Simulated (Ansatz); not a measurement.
# TiCo3: the cost of one run

Program: Ansatz 0.2.0. Level of theory: DFT PBEsol, scalar-relativistic, plane waves, PAW. These are calculated values, not measurements.

## 1. The structure to begin with

It takes space group Pm-3m (No. 221, cubic). The conventional cell has a = 3.614 Å, b = 3.614 Å, c = 3.614 Å, α = 90.00°, β = 90.00°, γ = 90.00°. Ti (site symmetry m-3m) is surrounded by 12 Co at 2.56 Å. Co (site symmetry 4/mmm) is surrounded by 4 Ti at 2.56 Å and 8 Co at 2.56 Å.

As a file:

```
CELL_PARAMETERS angstrom
3.61400 0.00000 0.00000
0.00000 3.61400 0.00000
0.00000 0.00000 3.61400
ATOMIC_POSITIONS crystal
Ti 0.00000 0.00000 0.00000
Co 0.00000 0.50000 0.50000
Co 0.50000 0.00000 0.50000
Co 0.50000 0.50000 0.00000
```

The structure comes from the Crystallography Open Database.

(A quick probe on a coarse mesh, which set the mesh and smearing, is not shown.)

## 3. Coarse relaxation

input.yaml reads:

```yaml
crystal:
  lattice:
    - [3.614, 0.0, 0.0]
    - [0.0, 3.614, 0.0]
    - [0.0, 0.0, 3.614]
  atoms:
    - { symbol: Ti, position: [0.0, 0.0, 0.0], spin: -0.41 }
    - { symbol: Co, position: [0.0, 0.5, 0.5], spin: 1.22 }
    - { symbol: Co, position: [0.5, 0.0, 0.5], spin: 1.22 }
    - { symbol: Co, position: [0.5, 0.5, 0.0], spin: 1.22 }
basis:
  ecutwfc: 420
kpoints:
  mp_grid: { grid: [6, 6, 6] }
hamiltonian:
  xc: pbesol
scf:
  occupations: { method: gaussian, width: 0.1 }
output:
  forces: true
  stress: true
  eigenvalues: true
  populations: true
magnetization:
  spin_polarized: true
relax:
  adjacent_minimum: "off"
  f_tol: 0.05
  max_steps: 80
  cell: { stress_tol: 0.5 }
```

Run with:

```bash
ansatz run input.yaml --threads 1 --pin off --max-ram 2560MiB --backend cpu --events-out ev --progress --plain --runs-dir out
```

What time and memory should one allow on 1 thread of AMD EPYC 7R43 (Zen 3), shared host?

About 20 s, with a peak of 0.43 GiB.
